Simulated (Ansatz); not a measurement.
**Te2Mo: one atom moved over a plane**

Aim: for Te2Mo, map the energy of atom 3 (Mo) over a plane.

Computed with Ansatz 0.2.0 (DFT LDA, scalar-relativistic, plane waves, PAW, unless a step's input says otherwise).

## (1) Starting point

The structure is hexagonal, space group P-6m2 (No. 187). The conventional cell has a = 3.560 Å, b = 3.560 Å, c = 17.524 Å, α = 90.00°, β = 90.00°, γ = 120.00°. Around Te (site symmetry 3m) lie 3 Mo at 2.73 Å. Around Mo (site symmetry -6m2) lie 6 Te at 2.73 Å.

As a file:

```cif
data_structure
_symmetry_space_group_name_H-M 'P 1'
_symmetry_Int_Tables_number 1
_cell_length_a 3.5602
_cell_length_b 3.5602
_cell_length_c 17.5241
_cell_angle_alpha 90.000
_cell_angle_beta 90.000
_cell_angle_gamma 120.000
_cell_volume 192.36
loop_
_atom_site_label
_atom_site_type_symbol
_atom_site_fract_x
_atom_site_fract_y
_atom_site_fract_z
_atom_site_occupancy
Te1 Te 0.33333 0.66667 0.89786 1
Te2 Te 0.33333 0.66667 0.10214 1
Mo1 Mo 0.00000 0.00000 0.00000 1
```

It goes back to an entry of the Materials Project, which need not be the stable form.

No relaxation comes first: the listed cell is the starting point.

## (2) Zero of energy

Reference values: F = -18497.9052 eV; pressure -1.79 GPa; largest force 0.422 eV/Å; gap on the mesh 1.04 eV. It was computed beforehand with the settings of the runs below.

## (3) Setting up one atom moved over a plane

Atom 3 (Mo) is moved by p along (1.000, 0.000, 0.000) and q along (0.000, 1.000, 0.000) (Å), all else fixed; its images in the other cells move with it. Points alike by symmetry are run once.

## (4) At p = -0.300, q = -0.300

Contents of input.yaml:

```yaml
crystal:
  lattice:
    - [3.560232814, 0.0, 0.0]
    - [-1.780116407, 3.0832520603, 0.0]
    - [0.0, 0.0, 17.52405782]
  atoms:
    - { symbol: Te, position: [0.3333333333, 0.6666666667, 0.89785545] }
    - { symbol: Te, position: [0.3333333333, 0.6666666667, 0.10214455] }
    - { symbol: Mo, position: [-0.1329140833, -0.097299862, 0.0] }
basis:
  ecutwfc: 420
kpoints:
  mp_grid: { grid: [12, 12, 2] }
hamiltonian:
  xc: lda
scf:
  occupations: { method: gaussian, width: 0.05 }
output:
  forces: true
  stress: true
  eigenvalues: true
```

The run is started by

```console
$ ansatz run input.yaml --threads 1 --pin off --max-ram 2560MiB --backend cpu --events-out ev --progress --plain --runs-dir out
```

Further runs follow: point p = -0.300, q = 0.000; p = -0.300, q = 0.300; At p = 0.000, q = -0.300; point p = 0.000, q = 0.300; p = -0.300, q = -0.150; p = -0.300, q = 0.150; p = -0.150, q = -0.300; point p = -0.150, q = 0.000; point p = -0.150, q = 0.300; p = 0.000, q = -0.150; p = 0.000, q = 0.150; p = -0.150, q = -0.150; At p = -0.150, q = 0.150.

Q: Predict the outcome of this session. Wanted: highest point; lowest point away from the origin.

The runs gave:

| quantity | value |
| --- | --- |
| highest point | 1.251 eV/cell at (p, q) = (-0.300, -0.300) |
| lowest point away from the origin | 0.146 eV/cell at (0.000, -0.150) |

The undisturbed cell is the lowest computed point. Read as harmonic, the points at ±0.150 Å give force constants of 13.43 eV/Å² along p and 13.43 eV/Å² along q, so the site is nearly isotropic in this plane. The gap on the mesh runs from 0.36 to 1.04 eV over the map. These runs have no spin-orbit coupling; with Te it would split and shift bands. The cell holds empty space of several Å, a single layer or slab in vacuum, so volume, pressure and the long edge depend on that space.
